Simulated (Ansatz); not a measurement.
# Energy ranking of Sn6Ge structures

These are results of DFT PBE, scalar-relativistic, plane waves, PAW (Ansatz), not measurements. Settings: cutoff 420 eV, Γ-centred meshes spaced at most about 0.3 Å⁻¹, and about 0.25 Å⁻¹ or finer for metals (2π included), Gaussian smearing. No spin polarisation.

Formation energies are uncorrected and refer to the elements' standard structures at the same level. The references include grey tin.

All energies are static (0 K, no zero-point motion). The comparison covers the computed candidates alone. The k mesh leaves some 4 meV/atom of noise in the energy of each metallic cell. The zero gap of R-3 at 34.7 Å³/atom may come from the functional, which often closes small gaps.

Invented guesses were relaxed alike, and ends that match in structure were merged. ΔE counts from the first row. Coordination counts Sn atoms around Ge (those within 1.25 times the shortest such distance or 1.15 times the sum of covalent radii, 1.27 where that leaves under three; the shortest distance is added where it exceeds 1.18 times the sum of covalent radii). The ends were matched against large subsets of the Crystallography Open Database and the Materials Project, so a missing match doesn't prove that a structure is unreported.

```tsv
#	reached from	type and space group	atoms	Å³/atom	coordination	ΔE (meV/atom)	gap on mesh (eV)	in databases
1	a cell proposed by chemical analogy	R-3 (No. 148)	14	34.7	Ge 3	0	0.00	no match
2	a cell proposed by chemical analogy	P6/m (No. 175)	7	27.2	Ge 6 from 3.1 Å	74	0.00	no match
3	TeF6 type (R-3)	R-3 (No. 148)	7	27.1	Ge 6	79	0.00	no match
4	random cell	P4/mmm (No. 123)	7	28.0	Ge 8	92	0.00	no match
5	Ti6O type (P-31m)	P-31m (No. 162)	7	28.4	Ge 6	130	0.00	no match
6	random cell	P4/mmm (No. 123)	7	28.2	Ge 6	133	0.00	no match
```

The lowest: Space group R-3 (No. 148), trigonal, a = 12.211 Å, c = 11.295 Å. Sn on its first site has 1 Ge at 2.73 Å and 3 Sn at 2.88 Å; Sn on its second site has 4 Sn at 2.86–2.88 Å; around Ge lie 1 Ge at 2.54 Å and 3 Sn at 2.73 Å. Its energy over the elements is +0.02 eV/atom. The formation energy is too near zero to say whether this cell lies below the elements. An observed structure of this formula, if there is one, may be missing.

```cif
data_structure
_symmetry_space_group_name_H-M 'R-3:H'
_symmetry_Int_Tables_number 148
_cell_length_a 12.2113
_cell_length_b 12.2113
_cell_length_c 11.2951
_cell_angle_alpha 90.000
_cell_angle_beta 90.000
_cell_angle_gamma 120.000
_cell_volume 1458.62
loop_
_atom_site_label
_atom_site_type_symbol
_atom_site_symmetry_multiplicity
_atom_site_Wyckoff_symbol
_atom_site_fract_x
_atom_site_fract_y
_atom_site_fract_z
_atom_site_occupancy
Sn1 Sn 18 f 0.04536 0.22781 0.80185 1
Sn2 Sn 18 f 0.18726 0.94925 0.54748 1
Ge1 Ge 6 c 0.00000 0.00000 0.88766 1
```

The second: Space group P6/m (No. 175), hexagonal, a = 8.493 Å, c = 3.053 Å. Around Sn lie 7 Sn at 3.05–3.37 Å and 1 Ge at 3.13 Å; around Ge lie 2 Ge at 3.05 Å and 6 Sn at 3.13 Å. Counting Sn atoms around Ge, the first has Ge 3 and the second has Ge 6 from 3.1 Å. Cells relaxed within their symmetry can be saddle points. Some structure types and database cells were kept out of the candidates from the start, so a known form may be missing.
